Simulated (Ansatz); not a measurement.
Here is an Ansatz 0.2.0 calculation.

The input input.yaml:

```yaml
crystal:
  lattice:
    - [0.0, 2.7218511865, 2.7218511865]
    - [2.7218511865, 0.0, 2.7218511865]
    - [2.7218511865, 2.7218511865, 0.0]
  atoms:
    - { symbol: Si, position: [0.5, 0.5, 0.5] }
    - { symbol: Si, position: [0.75, 0.75, 0.75] }
hamiltonian:
  xc: pbe
  pseudopotentials: { kind: nc, source: spms }
kpoints:
  mp_grid: { grid: [8, 8, 8] }
  band_path:
    path:
      - [[0.0, 0.0, 0.0], [0.5, 0.0, 0.5], [0.5, 0.25, 0.75], [0.375, 0.375, 0.75], [0.0, 0.0, 0.0], [0.5, 0.5, 0.5], [0.625, 0.25, 0.625], [0.5, 0.25, 0.75], [0.5, 0.5, 0.5], [0.375, 0.375, 0.75]]
      - [[0.625, 0.25, 0.625], [0.5, 0.0, 0.5]]
    npoints: 14
scf:
  occupations: { method: fermi_dirac, width: 0.05 }
  n_extra_bands: 6
output:
  forces: true
  stress: true
  eigenvalues: true
  fatbands: false
```

Potentials or basis: SPMS NC.

Run with:

```bash
$ ansatz run input.yaml --threads 2 --pin off --max-ram 5120MiB --backend cpu --events-out ev --progress --plain --runs-dir out
```

(1) Predict the pressure.

(2) Predict the band gap on the k mesh.

Answers

(1) 1.3 GPa.

(2) 0.62 eV, indirect (least direct gap 2.55 eV).
